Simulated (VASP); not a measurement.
# Pt (Fm-3m) in VASP: settings compared, part 2 of 3

VASP 6.6.1. Earlier steps stand in the parts before.

### 3 Relaxation of cell and atoms, r2SCAN+rVV10

This run uses another cell than the first one, of 15.22 Å³/atom, 1.009 times its volume.

The input, INCAR:

```
SYSTEM = Pt
PREC = Accurate ; ENCUT = 600
EDIFF = 1E-7 ; ISMEAR = 1
SIGMA = 0.1 ; LREAL = .False.
LASPH = .True. ; NELM = 80
ALGO = Normal ; ISIF = 3
LWAVE = .False. ; LCHARG = .False.
METAGGA = R2SCAN ; LMIXTAU = .True.
LUSE_VDW = .True. ; IVDW_NL = 2
BPARAM = 11.95 ; CPARAM = 0.0093
IBRION = 2 ; NSW = 90
EDIFFG = -0.005
```

The input, KPOINTS:

```
regular mesh
0
Gamma
  16 16 16
  0 0 0
```

The input, POSCAR:

```
Pt                                      
1.0
    0.0000000000      1.9668715351      1.9668715351
    1.9668715351      0.0000000000      1.9668715351
    1.9668715351      1.9668715351      0.0000000000
  Pt            
     1
Direct
     0.0000000000000000    0.0000000000000000    0.0000000000000000
```

Potentials or basis: VASP PAW PBE potentials, release 64 (Pt).

Launch:

```
> cat potpaw_PBE.64/Pt/POTCAR > POTCAR
> mpirun -np 1 vasp_std > vasp.out
```

OUTCAR:

```text
SYSTEM = Pt
   PREC = Accurate
   ENCUT = 600
   EDIFF = 1E-7
   ISMEAR = 1
   LREAL = .False.
   LASPH = .True.
   NELM = 80
   ISIF = 3
   METAGGA = R2SCAN
   IVDW_NL = 2
   BPARAM = 11.95
   IBRION = 2
   NSW = 90
   EDIFFG = -0.005

 ion  position               nearest neighbor table
   1  0.000  0.000  0.000-

  LATTYP: Found a face centered cubic cell.
 ALAT       =     3.9337430702

  Lattice vectors:

 A1 = (   0.0000000000,   1.9668715351,   1.9668715351)
 A2 = (   1.9668715351,   0.0000000000,   1.9668715351)
 A3 = (   1.9668715351,   1.9668715351,   0.0000000000)

Analysis of symmetry for initial positions (statically):
=====================================================================
 Subroutine PRICEL returns:
 Original cell was already a primitive cell.

 Routine SETGRP: Setting up the symmetry group for a
 face centered cubic supercell.

 Subroutine GETGRP returns: Found 48 space group operations
 (whereof 48 operations were pure point group operations)
 out of a pool of 48 trial point group operations.

The static configuration has the point symmetry O_h .

Analysis of symmetry for dynamics (positions and initial velocities):
=====================================================================
 Subroutine PRICEL returns:
 Original cell was already a primitive cell.

 Routine SETGRP: Setting up the symmetry group for a
 face centered cubic supercell.

 Subroutine GETGRP returns: Found 48 space group operations
 (whereof 48 operations were pure point group operations)
 out of a pool of 48 trial point group operations.

The dynamic configuration has the point symmetry O_h .

 Subroutine INISYM returns: Found 48 space group operations
 (whereof 48 operations are pure point group operations),
 and found     1 'primitive' translations

----------------------------------------------------------------------------------------

                                     Primitive cell

  volume of cell :      15.2180

  direct lattice vectors                    reciprocal lattice vectors
     0.000000000  1.966871535  1.966871535    -0.254210807  0.254210807  0.254210807
     1.966871535  0.000000000  1.966871535     0.254210807 -0.254210807  0.254210807
     1.966871535  1.966871535  0.000000000     0.254210807  0.254210807 -0.254210807

  length of vectors
     2.781576400  2.781576400  2.781576400     0.440306033  0.440306033  0.440306033

  position of ions in fractional coordinates (direct lattice)
     0.000000000  0.000000000  0.000000000

  ion indices of the primitive-cell ions
   primitive index   ion index
                 1           1

----------------------------------------------------------------------------------------

 KPOINTS: regular mesh

Automatic generation of k-mesh.
 Grid dimensions read from file:
 generate k-points for:   16   16   16

 Generating k-lattice:

  Cartesian coordinates                     Fractional coordinates (reciprocal lattice)
    -0.015888175  0.015888175  0.015888175     0.062500000  0.000000000  0.000000000
     0.015888175 -0.015888175  0.015888175     0.000000000  0.062500000  0.000000000
     0.015888175  0.015888175 -0.015888175     0.000000000  0.000000000  0.062500000

  Length of vectors
     0.027519127  0.027519127  0.027519127

  Shift w.r.t. Gamma in fractional coordinates (k-lattice)
     0.000000000  0.000000000  0.000000000

 Subroutine IBZKPT returns following result:
 ===========================================

 Found    145 irreducible k-points:

 Following reciprocal coordinates:
            Coordinates               Weight
  0.000000  0.000000  0.000000      1.000000
  0.062500  0.000000  0.000000      8.000000
  0.125000  0.000000  0.000000      8.000000
  0.187500  0.000000  0.000000      8.000000
  0.250000  0.000000  0.000000      8.000000
  0.312500  0.000000  0.000000      8.000000
[... 16 lines left out ...]
 -0.125000  0.062500  0.000000     24.000000
 -0.062500  0.062500  0.000000     12.000000
 [... further k-points ...]
   k-points           NKPTS =    145   k-points in BZ     NKDIM =    145   number of bands    NBANDS=      9
   number of dos      NEDOS =    301   number of ions     NIONS =      1
   total plane-waves  NPLWV =  13824
   dimension x,y,z NGX =    24 NGY =   24 NGZ =   24
   dimension x,y,z NGXF=    48 NGYF=   48 NGZF=   48
   ions per type =               1
   NGX,Y,Z   is equivalent  to a cutoff of  14.34, 14.34, 14.34 a.u.
   NGXF,Y,Z  is equivalent  to a cutoff of  28.69, 28.69, 28.69 a.u.
 SYSTEM =  Pt
   PREC   = accura    normal or accurate (medium, high low for compatibility)
   ISTART =      0    job   : 0-new  1-cont  2-samecut
   ICHARG =      2    charge: 1-file 2-atom 10-const
   ISPIN  =      1    spin polarized calculation?
   LNONCOLLINEAR =      F non collinear calculations
   LSORBIT =      F    spin-orbit coupling
   LASPH  =      T    aspherical Exc in radial PAW
   ENCUT  =  600.0 eV  44.10 Ry    6.64 a.u.   5.56  5.56  5.56*2*pi/ulx,y,z
   NELM   =     80;   NELMIN=  2; NELMDL= -5     # of ELM steps
   EDIFF  = 0.1E-06   stopping-criterion for ELM
   LREAL  =      F    real-space projection
   EDIFFG = -.5E-02   stopping-criterion for IOM
   NSW    =     90    number of steps for IOM
   IBRION =      2    ionic relax: 0-MD 1-quasi-New 2-CG
   NFREE  =      1    steps in history (QN), initial steepest desc. (CG)
   ISIF   =      3    stress and relaxation
   ISYM   =      2    0-nonsym 1-usesym 2-fastsym
   POTIM  = 0.5000    time-step for ionic-motion
   TEBEG  =    0.0;   TEEND  =   0.0 temperature during run
   PSTRESS=    0.0 pullay stress
   NELECT =      10.0000    total number of electrons
   NUPDOWN=      -1.0000    fix difference up-down
   EMIN   =  10.00;   EMAX   =-10.00  energy-range for DOS
   EFERMI =   0.00;   METHOD = LEGACY
   ISMEAR =     1;   SIGMA  =   0.10  broadening in eV -4-tet -1-fermi 0-gaus
   EFERMI_NEDOS =   21; number of points for ismear=-14 and -15
   IALGO  =     38    algorithm
   IMIX   =      4    mixing-type and parameters
     AMIX     =   0.40;   BMIX     =  1.00
     AMIX_MAG =   1.60;   BMIX_MAG =  1.00
  volume/ion in A,a.u.               =      15.22       102.70
  Fermi-wavevector in a.u.,A,eV,Ry     =   1.423275  2.689600 27.561483  2.025712
  Thomas-Fermi vector in A             =   2.543890
   LORBIT       =      0    0 simple, 1 ext, 2 COOP (PROOUT), +10 PAW based schemes
   METAGGA = R2SCAN    functional components
   LHFCALC =     F    Hartree Fock is set to
   AEXX    =    0.0000 exact exchange contribution
   IVDW_NL    =     2    kernel type
   BPARAM     =11.9500
   IVDW    =     0    specifies the selected vdW correction
   LEPSILON=     F    determine dielectric tensor
   LRPA    =     F    only Hartree local field effects (RPA)
 conjugate gradient relaxation of ions
 non-spin polarized calculation
 Methfessel and Paxton  Order N= 1 SIGMA  =   0.10
  energy-cutoff  :      600.00
  volume of cell :       15.22
 maximum number of plane-waves:       531
 NGX is ok and might be reduce to    24

 number of electron      10.0000000 magnetization

 Free energy of the ion-electron system (eV)
  ---------------------------------------------------
  ext. energy  EPLUGINS =         0.00000000
  ---------------------------------------------------
  free energy    TOTEN  =       -51.34462568 eV

  energy without entropy =      -51.34368946  energy(sigma->0) =      -51.34431361

 E-fermi :  10.8045     XC(G=0): -14.5993

 val. band max:       10.7904469703   @ k =  -0.2500   0.1250   0.0000
 cond. band min:      10.8119685446   @ k =  -0.3750   0.3750   0.0625
 fundamental gap:      0.0215215744
 Fermi energy:        10.8045274786

 k-point     1 :       0.0000    0.0000    0.0000
  band No.  band energies     occupation
      1       0.4201      2.00000
      2       6.9702      2.00000
      3       6.9702      2.00000
      4       6.9702      2.00000
      5       9.1053      2.00000
      6       9.1053      2.00000
      7      26.3234      0.00000
      8      31.4400      0.00000
      9      31.4400      0.00000

 k-point     2 :       0.0625    0.0000    0.0000
  band No.  band energies     occupation
      1       0.5826      2.00000
      2       6.8985      2.00000
      3       7.0345      2.00000
      4       7.0345      2.00000
      5       9.0703      2.00000
      6       9.0703      2.00000
      7      26.5714      0.00000
      8      30.6148      0.00000
      9      31.6843      0.00000
[... 253 lines left out ...]
 k-point    24 :      -0.0625    0.0625    0.0000
  band No.  band energies     occupation
      1       0.8481      2.00000
      2       6.7657      2.00000
      3       7.1240      2.00000
      4       7.1692      2.00000
      5       8.9114      2.00000
      6       9.1347      2.00000
      7      26.9604      0.00000
      8      29.8272      0.00000
      9      31.4847      0.00000

 [... further k-points ...]
[... 5 lines left out ...]
  --------------------------------------------------------------------------------------
  -------------------------------------------------------------------------------------
  Total       -0.0012009     -0.0012009     -0.0012009      0.0000000      0.0000000     -0.0000000
  in kB       -0.1264374     -0.1264374     -0.1264374      0.0000000      0.0000000     -0.0000000
  external PRESSURE =      -0.1264374 kB  Pullay stress =       0.0000000 kB

 VOLUME and BASIS-vectors are now :
 -----------------------------------------------------------------------------
  energy-cutoff  :      600.00
  volume of cell :       15.22
      direct lattice vectors                 reciprocal lattice vectors
     0.000000000  1.966871535  1.966871535    -0.254210807  0.254210807  0.254210807
     1.966871535  0.000000000  1.966871535     0.254210807 -0.254210807  0.254210807
     1.966871535  1.966871535  0.000000000     0.254210807  0.254210807 -0.254210807

 POSITION                                       TOTAL-FORCE (eV/Angst)
 -----------------------------------------------------------------------------------
      0.00000      0.00000      0.00000         0.000000      0.000000      0.000000
 -----------------------------------------------------------------------------------
    total drift:                               -0.000000      0.000000     -0.000000

  FREE ENERGIE OF THE ION-ELECTRON SYSTEM (eV)
  ---------------------------------------------------
  free  energy   TOTEN  =       -51.3446256823 eV

  energy  without entropy=      -51.3436894623  energy(sigma->0) =      -51.34431361

 reached required accuracy - stopping structural energy minimisation
```

OSZICAR:

```text
N       E                     dE             d eps       ncg     rms          rms(c)
DAV:   1    -0.374383024912E+01   -0.37438E+01   -0.62093E+03  2690   0.121E+03
DAV:   2    -0.541290653451E+02   -0.50385E+02   -0.48382E+02  2744   0.208E+02
DAV:   3    -0.546440395486E+02   -0.51497E+00   -0.51057E+00  3158   0.214E+01
DAV:   4    -0.546460684364E+02   -0.20289E-02   -0.20286E-02  2982   0.136E+00
DAV:   5    -0.546460823943E+02   -0.13958E-04   -0.13958E-04  2978   0.102E-01    0.131E+01
DAV:   6    -0.509006151911E+02    0.37455E+01   -0.37726E+00  2666   0.167E+01    0.619E+00
DAV:   7    -0.512174522901E+02   -0.31684E+00   -0.56445E-01  2615   0.443E+00    0.443E+00
DAV:   8    -0.513011048535E+02   -0.83653E-01   -0.31779E-01  2647   0.373E+00    0.948E-01
DAV:   9    -0.513412801604E+02   -0.40175E-01   -0.42767E-02  2668   0.145E+00    0.208E-01
DAV:  10    -0.513440184324E+02   -0.27383E-02   -0.52937E-03  2715   0.531E-01    0.944E-02
DAV:  11    -0.513438987312E+02    0.11970E-03   -0.24777E-04  2735   0.164E-01    0.962E-02
DAV:  12    -0.513446210988E+02   -0.72237E-03   -0.42374E-04  2639   0.130E-01    0.278E-03
DAV:  13    -0.513446200970E+02    0.10018E-05   -0.16944E-05  2705   0.356E-02    0.879E-03
DAV:  14    -0.513446211530E+02   -0.10559E-05   -0.15467E-06  2801   0.106E-02    0.354E-03
DAV:  15    -0.513446255476E+02   -0.43946E-05   -0.41668E-06  2641   0.148E-02    0.101E-03
DAV:  16    -0.513446256808E+02   -0.13316E-06   -0.12428E-07  2535   0.346E-03    0.245E-04
DAV:  17    -0.513446256823E+02   -0.15260E-08   -0.16874E-09  1328   0.392E-04
   1 F= -.51344626E+02 E0= -.51344314E+02  d E =-.513446E+02
```

CONTCAR:

```text
Pt
   1.00000000000000
     0.0000000000000000    1.9668715350999999    1.9668715350999999
     1.9668715350999999    0.0000000000000000    1.9668715350999999
     1.9668715350999999    1.9668715350999999    0.0000000000000000
  Pt
     1
Direct
     0.0000000000000000    0.0000000000000000    0.0000000000000000

  0.00000000E+00  0.00000000E+00  0.00000000E+00
```

Wall time 48 s (1 thread of Intel Xeon 6975P-C (Granite Rapids), shared host); peak memory 0.23 GiB.

Results:

* Free energy: -51.3446 eV
* Pressure after relaxing: 0.0 GPa
* Band gap on the k mesh: none (metal or under the smearing width)

Final structure:
```cif
data_structure
_symmetry_space_group_name_H-M 'P 1'
_symmetry_Int_Tables_number 1
_cell_length_a 2.7816
_cell_length_b 2.7816
_cell_length_c 2.7816
_cell_angle_alpha 60.000
_cell_angle_beta 60.000
_cell_angle_gamma 60.000
_cell_volume 15.22
loop_
_atom_site_label
_atom_site_type_symbol
_atom_site_fract_x
_atom_site_fract_y
_atom_site_fract_z
_atom_site_occupancy
Pt1 Pt 0.00000 0.00000 0.00000 1
```

Caveat: the relaxation stopped at its first step, so nothing moved; the PAW data sets were made with another functional, which shifts forces and pressure a little. Spin-orbit coupling is left out, which matters for the levels of Pt.

(Continued in part 3 of 3.)
